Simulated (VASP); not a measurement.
Te:

```
Te
1.0
     4.45400    0.00000    0.00000
    -2.22700    3.85728    0.00000
     0.00000    0.00000    5.92400
Te
3
Direct
  0.26900 0.00000 0.33333
  0.00000 0.26900 0.66667
  0.73100 0.73100 0.00000
```

```yaml
Program: VASP 6.6.1
Task: relaxation of cell and atoms
Functional: PBE
Dispersion: D3(BJ)
Potentials_or_basis: VASP PAW PBE potentials, release 64 (Te)
Cutoff: 600 eV
k_mesh: 9 × 9 × 5
Occupations: gaussian, width 0.03 eV
Spin: no spin polarisation
```

At the start: pressure -0.7 GPa; volume 33.93 Å³/atom.

Q: Where does the relaxation end?

A: Over 11 steps the energy falls by 12.4 meV/atom and the volume is 32.06 Å³/atom (-5.5 %); space group P3_121 (No. 152, to 0.05 Å).

The path:
| step | energy change (eV) | largest force (eV/Å) | pressure (GPa) | volume (Å³) |
| --- | --- | --- | --- | --- |
| 1 | 0.0000 | 0.1660 | -0.72 | 101.78 |
| 2 | -0.0105 | 0.2290 | 0.10 | 99.53 |
| 3 | -0.0121 | 0.2632 | 0.61 | 98.30 |
| 4 | -0.0187 | 0.2249 | 0.54 | 97.89 |
| 5 | -0.0320 | 0.1234 | 0.41 | 96.64 |
| 6 | -0.0310 | 0.0294 | 0.46 | 94.13 |
| 7 | -0.0360 | 0.0435 | 0.39 | 95.43 |
| 8 | -0.0368 | 0.0124 | -0.10 | 96.36 |
| 9 | -0.0369 | 0.0183 | -0.01 | 96.19 |
| 10 | -0.0370 | 0.0162 | -0.01 | 96.19 |
| 11 | -0.0371 | 0.0097 | 0.01 | 96.19 |

Final structure:
```cif
data_structure
_symmetry_space_group_name_H-M 'P 1'
_symmetry_Int_Tables_number 1
_cell_length_a 4.3116
_cell_length_b 4.3116
_cell_length_c 5.9748
_cell_angle_alpha 90.000
_cell_angle_beta 90.000
_cell_angle_gamma 120.000
_cell_volume 96.19
loop_
_atom_site_label
_atom_site_type_symbol
_atom_site_fract_x
_atom_site_fract_y
_atom_site_fract_z
_atom_site_occupancy
Te1 Te 0.28510 0.00000 0.33333 1
Te2 Te 0.00000 0.28510 0.66667 1
Te3 Te 0.71490 0.71490 0.00000 1
```
